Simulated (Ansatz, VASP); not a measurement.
# Two plane-wave programs on C

```
C
1.0
     0.00000    1.78340    1.78340
     1.78340    0.00000    1.78340
     1.78340    1.78340    0.00000
C
2
Cartesian
  0.0000 0.0000 0.0000
  0.8917 0.8917 0.8917
```

This isn't the form of C at room conditions, which is graphite.

Alike in both runs: task relaxation of cell and atoms; functional PBE; k mesh 13 × 13 × 13; occupations fermi-dirac, width 0.01 eV; no spin polarisation.

|  | VASP | Ansatz |
| --- | --- | --- |
| version | VASP 6.6.1 | Ansatz 0.2.0 |
| potentials or method | VASP PAW PBE potentials, release 64 (C) | plane-wave PAW DFT |
| plane-wave cutoff (eV) | 600 | 420 |
| valence electrons in the cell | 8 | 8 |

|  | VASP | Ansatz | Ansatz less VASP |
| --- | --- | --- | --- |
| relaxed volume (Å³/atom) | 5.69 | 5.69 | 0.000 |
| relaxed cell length with the largest relative difference (Å) | 2.525 | 2.525 | 0.0000 |

 PBE usually gives volumes a little too large and moduli too small. Zero-point motion and thermal expansion aren't in these numbers.
